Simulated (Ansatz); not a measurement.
# Al2Ru: the cost of one run

Computed with Ansatz 0.2.0 (DFT PBEsol, scalar-relativistic, plane waves, PAW, unless a step's input says otherwise).

1 further run of the same task is left out (set aside as unsound or not needed).

## (1) The system as given

It takes space group I4/mmm (No. 139, tetragonal). Conventional cell: a = 3.121 Å, b = 3.121 Å, c = 8.423 Å, α = 90.00°, β = 90.00°, γ = 90.00°. Al (site symmetry 4mm) has 5 Ru at 2.58 to 2.87 Å and 5 Al at 2.68 to 2.69 Å as nearest neighbours. Around Ru (site symmetry 4/mmm) lie 10 Al at 2.58 to 2.87 Å.

Structure file:

```xyz
3
Lattice="-1.5607 1.5607 4.2116 1.5607 -1.5607 4.2116 1.5607 1.5607 -4.2116" Properties=species:S:1:pos:R:3 pbc="T T T"
Al    0.0000    0.0000    5.5515
Al    0.0000    0.0000    2.8716
Ru    0.0000    0.0000    0.0000
```

It goes back to an entry of the Materials Project, which need not be the stable form.

This cell was relaxed beforehand with the same method: volume 13.68 Å³/atom, gap on the mesh none (metal).

## (2) Bands, states and charges

The input, input.yaml:

```yaml
crystal:
  lattice:
    - [-1.5606788815, 1.5606788815, 4.2115520768]
    - [1.5606788815, -1.5606788815, 4.2115520768]
    - [1.5606788815, 1.5606788815, -4.2115520768]
  atoms:
    - { symbol: Al, position: [0.6590760825, 0.6590760825, 0.0] }
    - { symbol: Al, position: [0.3409239175, 0.3409239175, 0.0] }
    - { symbol: Ru, position: [0.0, 0.0, 0.0] }
basis:
  ecutwfc: 420
kpoints:
  mp_grid: { grid: [18, 18, 18] }
  band_path:
    path:
      - [[0.0, 0.0, 0.0], [0.0, 0.0, 0.5], [0.25, 0.25, 0.25], [0.0, 0.5, 0.0], [0.0, 0.0, 0.0], [0.5, 0.5, -0.5], [0.28433071, 0.71566929, -0.28433071]]
      - [[-0.28433071, 0.28433071, 0.28433071], [0.0, 0.0, 0.0]]
      - [[0.0, 0.0, 0.5], [-0.06866142, 0.06866142, 0.5]]
      - [[0.5, 0.5, -0.06866142], [0.5, 0.5, -0.5]]
    npoints: 14
hamiltonian:
  xc: pbesol
scf:
  occupations: { method: gaussian, width: 0.1 }
  n_extra_bands: 7
output:
  forces: true
  stress: true
  eigenvalues: true
  populations: true
  dos: { projected: true, de: 0.02, nscf_kmesh: { grid: [27, 27, 27] } }
  bader: true
  write_density: true
  write_potential: true
  elf: true
  volumetric_format: npy
```

The run is started by

```
> ansatz run input.yaml --threads 1 --pin off --max-ram 2560MiB --backend cpu --events-out ev --progress --plain --runs-dir out
```

What time and memory should one allow on 1 thread of Intel Xeon at 2.50GHz (Skylake/Cascade Lake), shared host?

About 4 min, with a peak of 0.87 GiB.
